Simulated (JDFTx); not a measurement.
Write the native input for JDFTx 1.7.0 (patched build) that does the following.

```yaml
Task: single point
Functional: PBE
Potentials_or_basis: PseudoDojo-SR-PBE-0.5-standard
Cutoff: 490 eV
Density_cutoff: 1959 eV
k_mesh: 8 × 8 × 8
Occupations: fermi-dirac, width 0.05 eV
Spin: no spin polarisation
Bands: 9
Density_cutoff_over_wavefunction_cutoff: 4
Max_SCF_steps: 100
SCF_threshold_on_the_energy: 1e-08 Ha
Solver_of_the_electrons: scf
Further_solve_for_the_empty_bands: yes
```

Si:

```
Si
1.0
     0.00000    2.72185    2.72185
     2.72185    0.00000    2.72185
     2.72185    2.72185    0.00000
Si
2
Cartesian
  2.7015 2.7558 2.7182
  4.0713 4.0494 4.0713
```

The cell isn't the ideal one: atoms moved at random, drawn with an rms of 0.05 Å.

One way to write it, as run:

Si.in

```
lattice \
    0.0000000000     5.1435532945     5.1435532945 \
    5.1435532945     0.0000000000     5.1435532945 \
    5.1435532945     5.1435532945     0.0000000000
coords-type Lattice
ion Si     0.5093070000     0.4893590000     0.5031720000 1
ion Si     0.7438730000     0.7519100000     0.7438630000 1

ion-species pseudo/Si.upf
elec-cutoff 18
elec-ex-corr gga-PBE
kpoint-folding 8 8 8
elec-smearing Fermi 0.0018374661
elec-n-bands 9
electronic-SCF nIterations 100 energyDiffThreshold 1e-08
electronic-minimize nIterations 30 energyDiffThreshold 1e-7
converge-empty-states yes
forces-output-coords Cartesian

dump-name run.$VAR
dump End Ecomponents EigStats BandEigs Kpoints Forces Stress ElecDensity Dtot KEdensity
```

Potentials or basis: PseudoDojo-SR-PBE-0.5-standard.

Launch:

```sh
$ jdftx -c 1 -i Si.in -o Si.out
```

It gave:

```
Pressure               : 1.4 GPa
Largest force          : 0.906 eV/Å
Band gap on the k mesh : 0.22 eV, indirect (least direct gap 2.02 eV)
```

Caveat: forces may be off by hundredths of an eV/Å; the empty levels aren't tightly converged.

It took 81 s on 1 thread of Arm Neoverse V2, with other jobs on the host, peak memory 0.21 GiB.
